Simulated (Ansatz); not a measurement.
# NiO2: a line through an energy map, part 2 of 2

One line of a two-coordinate grid on NiO2 (P-3m1, No. 164; 3 atoms in the cell): c/a of the conventional cell at fixed volume is varied, at shift of O2 along [0 0 1] = 0.188 Å.

Ansatz 0.2.0; DFT PBEsol, scalar-relativistic, plane waves, PAW. The steps go on from the part before.

**7. Grid point (0.188 Å, 1.786)**

The input, input.yaml:

```yaml
crystal:
  lattice:
    - [2.7839850047, 0.0, 0.0]
    - [-1.3919925024, 2.4110017378, 0.0]
    - [0.0, 0.0, 4.9726140668]
  atoms:
    - { symbol: Ni, position: [0.0, 0.0, 0.5] }
    - { symbol: O, position: [0.6666666667, 0.3333333333, 0.7253664501] }
    - { symbol: O, position: [0.3333333333, 0.6666666667, 0.2746335499] }
basis:
  ecutwfc: 520.0
kpoints:
  mp_grid: { grid: [12, 12, 6] }
hamiltonian:
  xc: pbesol
scf:
  occupations: { method: gaussian, width: 0.05 }
output:
  forces: true
  stress: true
  eigenvalues: true
```

Launch:

```sh
> ansatz run input.yaml --threads 1 --pin off --max-ram 2048MiB --backend cpu --events-out ev --progress --plain --runs-dir out
```

What it wrote, shortened:

```text
[...]
SCF converged after 8 iterations
Free energy (F): -6923.267364 eV
[...]
E sigma→0 (E₀):  -6923.267364 eV
Fermi energy:    6.437444 eV
[...]
--- Forces (eV/Å), atoms counted from 1 ---
  atom   1  Ni     0.00000000     0.00000000     0.00000000
  atom   2  O      0.00000000     0.00000000    -2.90887541
  atom   3  O     -0.00000000    -0.00000000     2.90887541
[...]
--- Stress (GPa, compression-positive) ---
      -15.172785       0.000000       0.000000
       -0.000000     -15.172785       0.000000
        0.000000       0.000000     -31.205928
  P = ⅓ Tr σ = -20.5172 GPa (-205.172 kbar)
--- Band table (eV; the first three rows and the last of 100) ---
  k-point 0: bands = ["-97.4767", "-57.9639", "-57.9535", "-57.9535", "-12.5002", "-10.9409", "0.6055", "1.8899", "1.8899", "4.3291", "4.3291", "5.3197", "5.3367", "5.5205", "5.5205", "7.8946", "7.8946", "12.9105", "17.0098"]
[...]
```

It took 5.4 s on 1 thread of Intel Xeon Platinum 8375C at 2.90GHz (Ice Lake), shared host; peak memory 0.42 GiB.

On the map this point reads 197 meV/atom.

**8. Grid point (0.188 Å, 1.822)**

Edit input.yaml of step 7 so:

```diff
@@ -2,5 +2,5 @@
   lattice:
-    - [2.7839850047, 0.0, 0.0]
-    - [-1.3919925024, 2.4110017378, 0.0]
-    - [0.0, 0.0, 4.9726140668]
+    - [2.7656549825, 0.0, 0.0]
+    - [-1.3828274913, 2.3951274729, 0.0]
+    - [0.0, 0.0, 5.0387468126]
   atoms:
```

Launch:

```sh
> ansatz run input.yaml --threads 1 --pin off --max-ram 2048MiB --backend cpu --events-out ev --progress --plain --runs-dir out
```

What it wrote, shortened:

```text
[...]
SCF converged after 8 iterations
Free energy (F): -6923.218686 eV
[...]
E sigma→0 (E₀):  -6923.218686 eV
Fermi energy:    6.418372 eV
[...]
--- Forces (eV/Å), atoms counted from 1 ---
  atom   1  Ni     0.00000000     0.00000000     0.00000000
  atom   2  O     -0.00000000     0.00000000    -3.01367472
  atom   3  O      0.00000000    -0.00000000     3.01367472
[...]
--- Stress (GPa, compression-positive) ---
      -13.444747       0.000000      -0.000000
        0.000000     -13.444747       0.000000
       -0.000000       0.000000     -32.788614
  P = ⅓ Tr σ = -19.8927 GPa (-198.927 kbar)
--- Band table (eV; the first three rows and the last of 100) ---
  k-point 0: bands = ["-97.4940", "-58.0000", "-57.9607", "-57.9607", "-12.5272", "-11.0165", "0.5445", "1.9306", "1.9306", "4.3109", "4.3109", "5.2277", "5.2695", "5.5551", "5.5551", "7.8780", "7.8780", "12.8958", "17.0979"]
[...]
```

It took 5.7 s on 1 thread of Intel Xeon Platinum 8375C at 2.90GHz (Ice Lake), shared host; peak memory 0.43 GiB.

That is 213 meV/atom from the zero.

**9. Point (0.188 Å, 1.858)**

Edit input.yaml of step 8 so:

```diff
@@ -2,5 +2,5 @@
   lattice:
-    - [2.7656549825, 0.0, 0.0]
-    - [-1.3828274913, 2.3951274729, 0.0]
-    - [0.0, 0.0, 5.0387468126]
+    - [2.7478231521, 0.0, 0.0]
+    - [-1.3739115761, 2.3796846548, 0.0]
+    - [0.0, 0.0, 5.1043562873]
   atoms:
```

Launch:

```sh
> ansatz run input.yaml --threads 1 --pin off --max-ram 2048MiB --backend cpu --events-out ev --progress --plain --runs-dir out
```

What it wrote, shortened:

```text
Warning: RAYON_NUM_THREADS=1 ignored (pool sized by the plan → 1); use --threads N
[...]
Pseudopotentials: kind: paw
Pseudopotential: Ni, paw, valence charge 18, recommended cutoff 420 eV (normal), Ni.paw.azcp
Pseudopotential: O, paw, valence charge 6, recommended cutoff 420 eV (normal), O.paw.azcp
Functional definition: PBEsol
[...]
Crystal: 3 atoms, lattice volume = 33.377 Å³
Basis set: ecut = 520 eV, 883 PW (Γ), exchange–correlation on 48×48×80 points (8 copies of the dense FFT grid, shifted against one another)
Bands: 19, of which v1, the nominal top of the filled ones, is band 15 counted from 1 (14 counted from 0)
Symmetry: 12 space group operations
Space group: P-3m1 (ITA 164), of the structure as read, at distance tolerance 3.2e-5 Å
k-points: 100 of 864
[...]
SCF iter   1: F=—  HF=-6923.178767 eV  |F-HF|=—  |Δ(HF+E_count)|=         —  Δρ=1.81e-2  dr2=8.97e-2  ethr=1.77e-3  ⟨swp⟩=5.8  Hψ=8425  notcnv=0
[...]
SCF iter   8: F=-6923.162158 eV  HF=-6923.162158 eV  |F-HF|=1.25e-9  |Δ(HF+E_count)|=   1.32e-8  Δρ=2.35e-6  dr2=6.20e-10  ethr=3.33e-10  ⟨swp⟩=5.1  Hψ=7654  notcnv=0
[...]
SCF converged after 8 iterations
Free energy (F): -6923.162158 eV
[...]
E sigma→0 (E₀):  -6923.162158 eV
Fermi energy:    6.399207 eV
[...]
--- Forces (eV/Å), atoms counted from 1 ---
  atom   1  Ni     0.00000000     0.00000000     0.00000000
  atom   2  O      0.00000000     0.00000000    -3.11453772
  atom   3  O     -0.00000000     0.00000000     3.11453772
[...]
--- Stress (GPa, compression-positive) ---
      -11.745894       0.000000       0.000000
        0.000000     -11.745894       0.000000
        0.000000      -0.000000     -34.352216
  P = ⅓ Tr σ = -19.2813 GPa (-192.813 kbar)
--- Band table (eV; the first three rows and the last of 100) ---
  k-point 0: bands = ["-97.5097", "-58.0337", "-57.9665", "-57.9665", "-12.5535", "-11.0898", "0.4849", "1.9738", "1.9738", "4.2948", "4.2948", "5.1353", "5.2019", "5.5920", "5.5920", "7.8607", "7.8607", "12.8753", "17.1888"]
[...]
```

Wall time 4.6 s (1 thread of Intel Xeon Platinum 8375C at 2.90GHz (Ice Lake), shared host); peak memory 0.42 GiB.

That is 232 meV/atom from the zero.

**10. Grid point (0.188 Å, 1.893)**

Edit input.yaml of step 9 so:

```diff
@@ -2,5 +2,5 @@
   lattice:
-    - [2.7478231521, 0.0, 0.0]
-    - [-1.3739115761, 2.3796846548, 0.0]
-    - [0.0, 0.0, 5.1043562873]
+    - [2.7304424938, 0.0, 0.0]
+    - [-1.3652212469, 2.3646325632, 0.0]
+    - [0.0, 0.0, 5.1695467736]
   atoms:
```

Launch:

```sh
> ansatz run input.yaml --threads 1 --pin off --max-ram 2048MiB --backend cpu --events-out ev --progress --plain --runs-dir out
```

What it wrote, shortened:

```text
[...]
SCF converged after 8 iterations
Free energy (F): -6923.098148 eV
[...]
E sigma→0 (E₀):  -6923.098148 eV
Fermi energy:    6.380029 eV
[...]
--- Forces (eV/Å), atoms counted from 1 ---
  atom   1  Ni     0.00000000     0.00000000     0.00000000
  atom   2  O     -0.00000000     0.00000000    -3.21130278
  atom   3  O      0.00000000    -0.00000000     3.21130278
[...]
--- Stress (GPa, compression-positive) ---
      -10.076005      -0.000000      -0.000000
       -0.000000     -10.076005      -0.000000
       -0.000000       0.000000     -35.893850
  P = ⅓ Tr σ = -18.6820 GPa (-186.820 kbar)
--- Band table (eV; the first three rows and the last of 100) ---
  k-point 0: bands = ["-97.5238", "-58.0651", "-57.9710", "-57.9710", "-12.5789", "-11.1610", "0.4265", "2.0194", "2.0194", "4.2805", "4.2805", "5.0427", "5.1336", "5.6311", "5.6311", "7.8430", "7.8430", "12.8494", "17.2825"]
[...]
```

It took 5.4 s on 1 thread of Intel Xeon Platinum 8375C at 2.90GHz (Ice Lake), shared host; peak memory 0.43 GiB.

On the map this point reads 253 meV/atom.

**11. Grid point (0.188 Å, 1.929)**

Edit input.yaml of step 10 so:

```diff
@@ -2,5 +2,5 @@
   lattice:
-    - [2.7304424938, 0.0, 0.0]
-    - [-1.3652212469, 2.3646325632, 0.0]
-    - [0.0, 0.0, 5.1695467736]
+    - [2.7134934025, 0.0, 0.0]
+    - [-1.3567467013, 2.3499542196, 0.0]
+    - [0.0, 0.0, 5.2343287735]
   atoms:
```

Launch:

```sh
> ansatz run input.yaml --threads 1 --pin off --max-ram 2048MiB --backend cpu --events-out ev --progress --plain --runs-dir out
```

What it wrote, shortened:

```text
[...]
SCF converged after 8 iterations
Free energy (F): -6923.027076 eV
[...]
E sigma→0 (E₀):  -6923.027076 eV
Fermi energy:    6.361348 eV
[...]
--- Forces (eV/Å), atoms counted from 1 ---
  atom   1  Ni     0.00000000    -0.00000000     0.00000000
  atom   2  O     -0.00000000     0.00000000    -3.30369897
  atom   3  O      0.00000000    -0.00000000     3.30369897
[...]
--- Stress (GPa, compression-positive) ---
       -8.436497      -0.000000      -0.000000
       -0.000000      -8.436497      -0.000000
       -0.000000       0.000000     -37.408331
  P = ⅓ Tr σ = -18.0938 GPa (-180.938 kbar)
--- Band table (eV; the first three rows and the last of 100) ---
  k-point 0: bands = ["-97.5364", "-58.0944", "-57.9742", "-57.9742", "-12.6036", "-11.2301", "0.3693", "2.0672", "2.0672", "4.2681", "4.2681", "4.9501", "5.0650", "5.6724", "5.6724", "7.8250", "7.8250", "12.8182", "17.3787"]
[...]
```

It took 5.5 s on 1 thread of Intel Xeon Platinum 8375C at 2.90GHz (Ice Lake), shared host; peak memory 0.42 GiB.

That is 277 meV/atom from the zero.

**12. The line in numbers**

This closing draws on all 2 parts.

```
c/a of the conventional cell at fixed volume  step  energy (meV/atom)  slope (meV/atom per unit)  pressure (GPa)  band gap on the k-mesh (eV)  largest force on an atom (eV/Å)
                                       1.643     3                161                         71          −23.14                        0.729                             2.46
                                       1.679     4                165                        163          −22.47                        0.759                             2.58
                                       1.715     –                173                        252          −21.80                        0.789                             2.69
                                       1.750     6                183                        336          −21.16                        0.816                             2.80
                                       1.786     7                197                        416          −20.52                        0.840                             2.91
                                       1.822     8                213                        492          −19.89                        0.863                             3.01
                                       1.858     9                232                        563          −19.28                        0.884                             3.12
                                       1.893    10                253                        631          −18.68                        0.903                             3.21
                                       1.929    11                277                        695          −18.09                        0.919                             3.30
```

Energies count from the relaxed crystal. Rows without a step come from runs not printed here or follow by symmetry. Slopes come from the forces (and the stress, where the cell changes), not from differences of energies.

```
                                                     run       outcome
step 5, run with lower_state_search off (against step 4)  0.0 meV/atom
```

The energy is lowest at the end of the line, 1.643, so the minimum along this coordinate may lie outside the range. The highest point computed, at 1.929, lies 116 meV/atom above the lowest. This is one cut through a surface in two coordinates; the map's lowest point lies off it. With the other coordinates free, the energies away from the reference would be the same or lower.

The gaps are Kohn-Sham values of a semilocal functional, not quasiparticle or optical gaps. Such gaps usually fall short of the measured ones.
